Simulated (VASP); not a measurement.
# Ba (P6_3/mmc) in VASP: notebook

The runs below take Ba through single point, with PBE.

All numbers are computed with VASP 6.6.1; they aren't measurements. Logs are shortened: lines on timing, memory, paths and dates and some standing lists are left out, and cuts for length are marked.

### Step 1. Starting point

The structure is hexagonal, space group P6_3/mmc (No. 194). Conventional cell: a = 4.365 Å, b = 4.365 Å, c = 15.480 Å, α = 90.00°, β = 90.00°, γ = 120.00°. Ba (site symmetry 3m) is surrounded by 10 Ba at 4.02 to 4.49 Å.

The cell was built by a generator and needn't be a form met in nature.

### Step 2. Single point, PBE

Contents of INCAR:

```
SYSTEM = Ba
  ALGO = Fast
  EDIFF = 1E-6
  ENCUT = 520
  GGA = PE
  ISIF = 2
  ISMEAR = 0
  LASPH = .TRUE.
  LCHARG = .TRUE.
  LELF = .TRUE.
  LREAL = .FALSE.
  LVHAR = .TRUE.
  LWAVE = .FALSE.
  NBANDS = 28
  NELM = 100
  PREC = Accurate
  SIGMA = 0.1
```

Contents of KPOINTS:

```
k-points
0
G
  9 9 6
  0 0 0
```

Contents of POSCAR:

```
Ba
1.0
    4.3653675390      0.0000000000      0.0000000000
   -2.1826837695      3.7805191856      0.0000000000
    0.0000000000      0.0000000000     15.4798246266
Ba
4
Direct
    0.3333333333      0.6666666667      0.3797906814
    0.6666666667      0.3333333333      0.8797906814
    0.6666666667      0.3333333333      0.6202093186
    0.3333333333      0.6666666667      0.1202093186
```

Potentials or basis: VASP PAW PBE potentials, release 64 (Ba_sv).

Started as:

```console
$ cat potpaw_PBE.64/Ba_sv/POTCAR > POTCAR
$ mpirun -np 1 vasp_std > vasp.out
```

OUTCAR:

```text
SYSTEM = Ba
   EDIFF = 1E-6
   ENCUT = 520
   GGA = PE
   ISIF = 2
   ISMEAR = 0
   LASPH = .TRUE.
   LREAL = .FALSE.
   NELM = 100
   PREC = Accurate

 ion  position               nearest neighbor table
   1  0.333  0.667  0.380-   4 4.02   3 4.49   3 4.49   3 4.49
   2  0.667  0.333  0.880-   3 4.02   4 4.49   4 4.49   4 4.49
   3  0.667  0.333  0.620-   2 4.02   1 4.49   1 4.49   1 4.49
   4  0.333  0.667  0.120-   1 4.02   2 4.49   2 4.49   2 4.49

  LATTYP: Found a hexagonal cell.
 ALAT       =     4.3653675390
 C/A-ratio  =     3.5460529929

  Lattice vectors:

 A1 = (   4.3653675390,   0.0000000000,   0.0000000000)
 A2 = (  -2.1826837695,   3.7805191856,   0.0000000000)
 A3 = (   0.0000000000,   0.0000000000,  15.4798246266)

Analysis of symmetry for initial positions (statically):
=====================================================================
 Subroutine PRICEL returns:
 Original cell was already a primitive cell.

 Routine SETGRP: Setting up the symmetry group for a
 hexagonal supercell.

 Subroutine GETGRP returns: Found 24 space group operations
 (whereof 12 operations were pure point group operations)
 out of a pool of 24 trial point group operations.

The static configuration has the point symmetry D_3d.
 The point group associated with its full space group is D_6h.

Analysis of symmetry for dynamics (positions and initial velocities):
=====================================================================
 Subroutine PRICEL returns:
 Original cell was already a primitive cell.

 Routine SETGRP: Setting up the symmetry group for a
 hexagonal supercell.

 Subroutine GETGRP returns: Found 24 space group operations
 (whereof 12 operations were pure point group operations)
 out of a pool of 24 trial point group operations.

The dynamic configuration has the point symmetry D_3d.
 The point group associated with its full space group is D_6h.

 Subroutine INISYM returns: Found 24 space group operations
 (whereof 12 operations are pure point group operations),
 and found     1 'primitive' translations

----------------------------------------------------------------------------------------

                                     Primitive cell

  volume of cell :     255.4691

  direct lattice vectors                    reciprocal lattice vectors
     4.365367539  0.000000000  0.000000000     0.229075786  0.132256967  0.000000000
    -2.182683770  3.780519186  0.000000000     0.000000000  0.264513933  0.000000000
     0.000000000  0.000000000 15.479824627     0.000000000  0.000000000  0.064600215

  length of vectors
     4.365367539  4.365367539 15.479824627     0.264513933  0.264513933  0.064600215

  position of ions in fractional coordinates (direct lattice)
     0.333333333  0.666666667  0.379790681
     0.666666667  0.333333333  0.879790681
     0.666666667  0.333333333  0.620209319
     0.333333333  0.666666667  0.120209319

  ion indices of the primitive-cell ions
   primitive index   ion index
                 1           1
                 2           2
                 3           3
                 4           4

----------------------------------------------------------------------------------------

 KPOINTS: k-points

Automatic generation of k-mesh.
 Grid dimensions read from file:
 generate k-points for:    9    9    6

 Generating k-lattice:

  Cartesian coordinates                     Fractional coordinates (reciprocal lattice)
     0.025452865  0.014695219  0.000000000     0.111111111  0.000000000  0.000000000
     0.000000000  0.029390437  0.000000000     0.000000000  0.111111111  0.000000000
     0.000000000  0.000000000  0.010766703     0.000000000  0.000000000  0.166666667

  Length of vectors
     0.029390437  0.029390437  0.010766703

  Shift w.r.t. Gamma in fractional coordinates (k-lattice)
     0.000000000  0.000000000  0.000000000

 Subroutine IBZKPT returns following result:
 ===========================================

 Found     48 irreducible k-points:

 Following reciprocal coordinates:
            Coordinates               Weight
  0.000000  0.000000  0.000000      1.000000
  0.111111  0.000000  0.000000      6.000000
  0.222222  0.000000  0.000000      6.000000
  0.333333  0.000000  0.000000      6.000000
  0.444444  0.000000  0.000000      6.000000
  0.111111  0.111111  0.000000      6.000000
[... 16 lines left out ...]
  0.333333  0.222222  0.166667     24.000000
  0.333333  0.333333  0.166667      4.000000
 [... further k-points ...]
   k-points           NKPTS =     48   k-points in BZ     NKDIM =     48   number of bands    NBANDS=     28
   number of dos      NEDOS =    301   number of ions     NIONS =      4
   total plane-waves  NPLWV = 122880
   dimension x,y,z NGX =    32 NGY =   32 NGZ =  120
   dimension x,y,z NGXF=    64 NGYF=   64 NGZF=  240
   ions per type =               4
   NGX,Y,Z   is equivalent  to a cutoff of  12.19, 12.19, 12.89 a.u.
   NGXF,Y,Z  is equivalent  to a cutoff of  24.37, 24.37, 25.77 a.u.
 SYSTEM =  Ba
   PREC   = accura    normal or accurate (medium, high low for compatibility)
   ISTART =      0    job   : 0-new  1-cont  2-samecut
   ICHARG =      2    charge: 1-file 2-atom 10-const
   ISPIN  =      1    spin polarized calculation?
   LNONCOLLINEAR =      F non collinear calculations
   LSORBIT =      F    spin-orbit coupling
   LASPH  =      T    aspherical Exc in radial PAW
   ENCUT  =  520.0 eV  38.22 Ry    6.18 a.u.   8.12  8.12 28.78*2*pi/ulx,y,z
   NELM   =    100;   NELMIN=  2; NELMDL= -5     # of ELM steps
   EDIFF  = 0.1E-05   stopping-criterion for ELM
   LREAL  =      F    real-space projection
   EDIFFG = 0.1E-04   stopping-criterion for IOM
   NSW    =      0    number of steps for IOM
   IBRION =     -1    ionic relax: 0-MD 1-quasi-New 2-CG
   NFREE  =      0    steps in history (QN), initial steepest desc. (CG)
   ISIF   =      2    stress and relaxation
   ISYM   =      2    0-nonsym 1-usesym 2-fastsym
   POTIM  = 0.5000    time-step for ionic-motion
   TEBEG  =    0.0;   TEEND  =   0.0 temperature during run
   PSTRESS=    0.0 pullay stress
   NELECT =      40.0000    total number of electrons
   NUPDOWN=      -1.0000    fix difference up-down
   EMIN   =  10.00;   EMAX   =-10.00  energy-range for DOS
   EFERMI =   0.00;   METHOD = LEGACY
   ISMEAR =     0;   SIGMA  =   0.10  broadening in eV -4-tet -1-fermi 0-gaus
   EFERMI_NEDOS =   21; number of points for ismear=-14 and -15
   IALGO  =     68    algorithm
   IMIX   =      4    mixing-type and parameters
     AMIX     =   0.40;   BMIX     =  1.00
     AMIX_MAG =   1.60;   BMIX_MAG =  1.00
  volume/ion in A,a.u.               =      63.87       431.00
  Fermi-wavevector in a.u.,A,eV,Ry     =   0.882366  1.667430 10.593083  0.778570
  Thomas-Fermi vector in A             =   2.002988
   LORBIT       =      0    0 simple, 1 ext, 2 COOP (PROOUT), +10 PAW based schemes
   GGA     = PE    functional components
   LHFCALC =     F    Hartree Fock is set to
   AEXX    =    0.0000 exact exchange contribution
   IVDW    =     0    specifies the selected vdW correction
   LEPSILON=     F    determine dielectric tensor
   LRPA    =     F    only Hartree local field effects (RPA)
 non-spin polarized calculation
 RMM-DIIS sequential band-by-band and
 Gauss-broadening in eV      SIGMA  =   0.10
  energy-cutoff  :      520.00
  volume of cell :      255.47
 maximum number of plane-waves:      6906
   NGX = 17   NGY = 17   NGZ = 57

 number of electron      39.9999999 magnetization

 Free energy of the ion-electron system (eV)
  ---------------------------------------------------
  ext. energy  EPLUGINS =         0.00000000
  ---------------------------------------------------
  free energy    TOTEN  =        -7.22477368 eV

  energy without entropy =       -7.19458509  energy(sigma->0) =       -7.20967938

 E-fermi :   1.5852     XC(G=0):  -7.3572

 val. band max:        1.5746741754   @ k =   0.4444   0.0000   0.0000
 cond. band min:       1.5910914182   @ k =   0.3333   0.2222   0.1667
 fundamental gap:      0.0164172427
 Fermi energy:         1.5852483412

 k-point     1 :       0.0000    0.0000    0.0000
  band No.  band energies     occupation
      1     -27.3880      2.00000
      2     -27.3700      2.00000
      3     -27.3636      2.00000
      4     -27.3454      2.00000
      5     -12.8315      2.00000
      6     -12.6202      2.00000
[... 20 lines left out ...]
     27       3.4762      0.00000
     28       3.5154      0.00000

 k-point     2 :       0.1111    0.0000    0.0000
  band No.  band energies     occupation
      1     -27.3834      2.00000
      2     -27.3663      2.00000
      3     -27.3591      2.00000
      4     -27.3418      2.00000
      5     -12.8182      2.00000
      6     -12.6199      2.00000
[... 20 lines left out ...]
     27       3.2955      0.00000
     28       3.5160      0.00000

 k-point     3 :       0.2222    0.0000    0.0000
  band No.  band energies     occupation
      1     -27.3715      2.00000
      2     -27.3571      2.00000
      3     -27.3473      2.00000
      4     -27.3328      2.00000
      5     -12.7842      2.00000
      6     -12.6309      2.00000
[... 20 lines left out ...]
     27       3.0877      0.00000
     28       3.4574      0.00000

 k-point     4 :       0.3333    0.0000    0.0000
  band No.  band energies     occupation
      1     -27.3574      2.00000
      2     -27.3471      2.00000
      3     -27.3335      2.00000
      4     -27.3230      2.00000
      5     -12.7558      2.00000
      6     -12.7134      2.00000
[... 578 lines left out ...]
     27       2.9316      0.00000
     28       3.3658      0.00000

 k-point    23 :       0.3333    0.2222    0.1667
  band No.  band energies     occupation
      1     -27.3427      2.00000
      2     -27.3392      2.00000
      3     -27.3189      2.00000
      4     -27.3153      2.00000
      5     -12.7479      2.00000
      6     -12.7331      2.00000
[... 20 lines left out ...]
     27       3.2514      0.00000
     28       3.4021      0.00000

 k-point    24 :       0.3333    0.3333    0.1667
  band No.  band energies     occupation
      1     -27.3388      2.00000
      2     -27.3388      2.00000
      3     -27.3151      2.00000
      4     -27.3151      2.00000
      5     -12.7031      2.00000
      6     -12.7031      2.00000
[... 20 lines left out ...]
     27       3.4895      0.00000
     28       3.6004      0.00000

 [... further k-points ...]

------------------------ aborting loop because EDIFF is reached ----------------------------------------

  FORCE on cell =-STRESS in cart. coord.  units (eV):
  Direction    XX          YY          ZZ          XY          YZ          ZX
  --------------------------------------------------------------------------------------
  -------------------------------------------------------------------------------------
  Total        0.0761459      0.0761459      0.0975345      0.0000000      0.0000000      0.0000000
  in kB        0.4775500      0.4775500      0.6116887      0.0000000      0.0000000      0.0000000
  external PRESSURE =       0.5222629 kB  Pullay stress =       0.0000000 kB

 VOLUME and BASIS-vectors are now :
 -----------------------------------------------------------------------------
  energy-cutoff  :      520.00
  volume of cell :      255.47
      direct lattice vectors                 reciprocal lattice vectors
     4.365367539  0.000000000  0.000000000     0.229075786  0.132256967  0.000000000
    -2.182683770  3.780519186  0.000000000     0.000000000  0.264513933  0.000000000
     0.000000000  0.000000000 15.479824627     0.000000000  0.000000000  0.064600215

 POSITION                                       TOTAL-FORCE (eV/Angst)
 -----------------------------------------------------------------------------------
     -0.00000      2.52035      5.87909         0.000000     -0.000000      0.008313
      2.18268      1.26017     13.61901        -0.000000      0.000000      0.008313
      2.18268      1.26017      9.60073        -0.000000      0.000000     -0.008313
     -0.00000      2.52035      1.86082         0.000000     -0.000000     -0.008313
 -----------------------------------------------------------------------------------
    total drift:                               -0.000000      0.000000     -0.000000

  FREE ENERGIE OF THE ION-ELECTRON SYSTEM (eV)
  ---------------------------------------------------
  free  energy   TOTEN  =        -7.2247736762 eV

  energy  without entropy=       -7.1945850856  energy(sigma->0) =       -7.20967938
```

It took 3 min on 1 thread of Intel Xeon 6975P-C (Granite Rapids), shared host; peak memory 0.49 GiB.

Results:

- Free energy: -7.2248 eV
- Pressure: 0.1 GPa
- Largest force: 0.008 eV/Å
- Band gap on the k mesh: none (metal or under the smearing width)

Forces in eV/Å, atoms in the order of the input:
```
Ba   0.000  0.000  0.008
Ba   0.000  0.000  0.008
Ba   0.000  0.000 -0.008
Ba   0.000  0.000 -0.008
```

Levels at points of the mesh, in eV from the Fermi level:
```csv
k point,band 17,band 18,band 19,band 20,band 21,band 22,band 23,band 24
"(0.00, 0.00, 0.00)",-2.70,-1.93,-1.83,-0.89,0.43,0.78,0.83,1.44
"(0.00, 0.00, 0.50)",-2.47,-2.47,-1.22,-1.22,0.61,0.61,1.13,1.13
```

### Step 3. Single point, PBE

This run uses another cell than the first one: it holds 8 atoms, not 4.

Contents of INCAR:

```
SYSTEM = Ba
ALGO = Normal ; EDIFF = 1E-6
ENCUT = 520 ; GGA = PE
ISIF = 2 ; ISMEAR = 0
LASPH = .True. ; LCHARG = .False.
LREAL = .False. ; LWAVE = .False.
NBANDS = 50 ; NELM = 60
PREC = Accurate ; SIGMA = 0.1
```

Contents of KPOINTS:

```
k-points
0
Gamma
  2 2 2
  0 0 0
```

Contents of POSCAR:

```
Ba
1.0
    8.0774324986      0.0000000000      0.0000000000
    0.0000000000      8.0774324986      0.0000000000
    0.0000000000      0.0000000000      8.0774324986
Ba
8
Direct
    0.5000000000      0.5000000000      0.5000000000
    0.0000000000      0.0000000000      0.0000000000
    0.2500000000      0.0000000000      0.5000000000
    0.5000000000      0.2500000000      0.0000000000
    0.5000000000      0.7500000000      0.0000000000
    0.7500000000      0.0000000000      0.5000000000
    0.0000000000      0.5000000000      0.7500000000
    0.0000000000      0.5000000000      0.2500000000
```

Potentials or basis: VASP PAW PBE potentials, release 64 (Ba_sv).

Started as:

```console
$ cat potpaw_PBE.64/Ba_sv/POTCAR > POTCAR
$ mpirun -np 1 vasp_std > vasp.out
```

It took 90 s on 1 thread of Intel Xeon Platinum 8559C (Emerald Rapids), shared host; peak memory 0.49 GiB.

It converged, with:

* Free energy: -14.7374 eV
* Pressure: -0.3 GPa
* Band gap on the k mesh: none (metal or under the smearing width)

Levels at points of the mesh, in eV from the Fermi level:
| k point | band 36 | band 37 | band 38 | band 39 | band 40 | band 41 | band 42 | band 43 | band 44 | band 45 |
| --- | --- | --- | --- | --- | --- | --- | --- | --- | --- | --- |
| (0.00, 0.00, 0.00) | -0.85 | -0.22 | -0.22 | -0.22 | 0.05 | 0.05 | 0.05 | 0.07 | 0.07 | 0.07 |
| (0.50, 0.00, 0.00) | -0.89 | -0.50 | -0.50 | -0.08 | -0.08 | 0.10 | 0.10 | 0.21 | 0.21 | 0.48 |
| (0.50, 0.50, 0.00) | -1.40 | -0.75 | -0.59 | -0.59 | -0.14 | 0.23 | 0.23 | 0.37 | 0.52 | 0.52 |
| (0.50, 0.50, 0.50) | -0.97 | -0.97 | -0.97 | -0.94 | -0.94 | 0.26 | 0.26 | 0.26 | 0.26 | 0.63 |

Caveat: the k mesh is coarse (spacing up to 0.39 Å⁻¹), so the values aren't converged.

### Step 4. Single point, PBE

This run uses another cell than the first one, of 63.42 Å³/atom, 0.993 times its volume.

Contents of INCAR:

```
SYSTEM = Ba
PREC = Accurate
ENCUT = 520
EDIFF = 1E-6
ISMEAR = 0
SIGMA = 0.1
LREAL = .FALSE.
LASPH = .TRUE.
NELM = 80
ALGO = Fast
ISIF = 2
LWAVE = .FALSE.
LCHARG = .FALSE.
GGA = PE
NBANDS = 28
```

Contents of KPOINTS:

```
regular mesh
0
G
  8 8 10
  0 0 0
```

Contents of POSCAR:

```
Ba
1.0
    3.6594803157     -7.7235852168      0.0000000000
    3.6594803157      7.7235852168      0.0000000000
    0.0000000000      0.0000000000      4.4873031860
Ba
4
Direct
    0.1297827737      0.8702172263      0.0004853220
    0.6297827737      0.3702172263      0.4995146780
    0.8702172263      0.1297827737      0.9995146780
    0.3702172263      0.6297827737      0.5004853220
```

Started as:

```console
$ cat potpaw_PBE.64/Ba_sv/POTCAR > POTCAR
$ mpirun -np 1 vasp_std > vasp.out
```

It took 13 min on 1 thread of Intel Xeon Platinum 8559C (Emerald Rapids), shared host; peak memory 0.83 GiB.

Results (log left out):

```
Free energy            : -7.1982 eV
Pressure               : 0.1 GPa
Largest force          : 0.005 eV/Å
Band gap on the k mesh : none (metal or under the smearing width)
```

Forces in eV/Å, atoms in the order of the input:
```
Ba   0.000 -0.005 -0.002
Ba   0.000 -0.005  0.002
Ba   0.000  0.005  0.002
Ba   0.000  0.005 -0.002
```

Levels at points of the mesh, in eV from the Fermi level:
| k point | band 16 | band 17 | band 18 | band 19 | band 20 | band 21 | band 22 | band 23 | band 24 | band 25 |
| --- | --- | --- | --- | --- | --- | --- | --- | --- | --- | --- |
| (0.00, 0.00, 0.00) | -13.87 | -2.70 | -0.88 | -0.52 | -0.26 | -0.03 | 0.07 | 0.76 | 0.80 | 1.45 |
| (0.50, 0.00, 0.00) | -13.94 | -1.54 | -1.54 | -0.53 | -0.53 | 0.28 | 0.28 | 0.96 | 0.96 | 1.40 |
| (0.50, 0.50, 0.00) | -13.84 | -1.93 | -1.83 | -0.89 | -0.69 | -0.13 | 0.43 | 1.09 | 1.29 | 1.40 |
| (0.00, 0.00, 0.50) | -13.92 | -0.56 | -0.56 | -0.11 | -0.11 | 0.49 | 0.49 | 0.53 | 0.53 | 1.04 |
| (0.50, 0.00, 0.50) | -13.93 | -0.75 | -0.75 | -0.55 | -0.55 | 0.10 | 0.10 | 0.48 | 0.48 | 1.16 |
| (0.50, 0.50, 0.50) | -13.94 | -0.39 | -0.39 | -0.17 | -0.17 | 0.35 | 0.35 | 0.75 | 0.75 | 0.90 |

Spin-orbit coupling is left out, which matters for the levels of Ba.

### Step 5. Overview

| cell | k mesh | mesh quality | gap on the mesh (eV) | pressure (GPa) | largest force (eV/Å) |
| --- | --- | --- | --- | --- | --- |
| P6_3/mmc, 63.87 Å³/atom | 9 × 9 × 6 | not flagged | none | 0.1 | 0.01 |
| Pm-3n, 65.88 Å³/atom | 2 × 2 × 2 | coarse | none | -0.3 | - |
| Cmce, 63.42 Å³/atom | 8 × 8 × 10 | not flagged | none | 0.1 | 0.01 |

Alike in all rows: task single point; level PBE; potentials or basis VASP PAW PBE potentials, release 64 (Ba_sv); no spin polarisation; cutoff (eV) 520; smearing gaussian 0.1 eV.

Caveats: some runs use coarse meshes.

Absolute energies hang on the potentials; compare differences alone.
